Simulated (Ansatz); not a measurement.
Input of an Ansatz 0.2.0 run:

The input input.yaml:

```yaml
crystal:
  lattice:
    - [3.085, 0.0, 0.0]
    - [-1.5425, 2.6716883707, 0.0]
    - [0.0, 0.0, 3.523]
  atoms:
    - { symbol: Mg, position: [0.0, 0.0, 0.0] }
    - { symbol: B, position: [0.6666666667, 0.3333333333, 0.5] }
    - { symbol: B, position: [0.3333333333, 0.6666666667, 0.5] }
hamiltonian:
  xc: rpbe
  pseudopotentials: { kind: paw }
kpoints:
  mp_grid: { grid: [10, 10, 8] }
scf:
  occupations: { method: fermi_dirac, width: 0.05 }
output:
  forces: true
  stress: true
  eigenvalues: true
relax:
  f_tol: 0.01
  max_steps: 40
  cell: { stress_tol: 0.05 }
```

Potentials or basis: Ansatz PAW.

Run with:

```sh
$ ansatz run input.yaml --threads 2 --pin off --max-ram 5632MiB --backend cpu --events-out ev --progress --plain --runs-dir out
```

**Question.** Predict the relaxed volume.

**Answer.** 9.84 Å³/atom.

**Question.** What does it give for the band gap on the k mesh?

**Answer.** None (metal or under the smearing width).

Step by step:
```tsv
step	energy change (eV)	largest force (eV/Å)	volume (Å³)
1	0.0000	0.0000	29.04
2	-0.0029	0.0000	29.38
3	-0.0032	0.0000	29.53
4	-0.0037	0.0000	29.53
```

Caveat: the plane-wave basis is chosen anew once the cell has moved, so the energies of steps on either side of that aren't comparable; the PAW data sets come from PBE, with cores solved anew for the run's functional, which leaves a small shift of forces and pressure. Zero-point motion and thermal expansion aren't in these numbers.
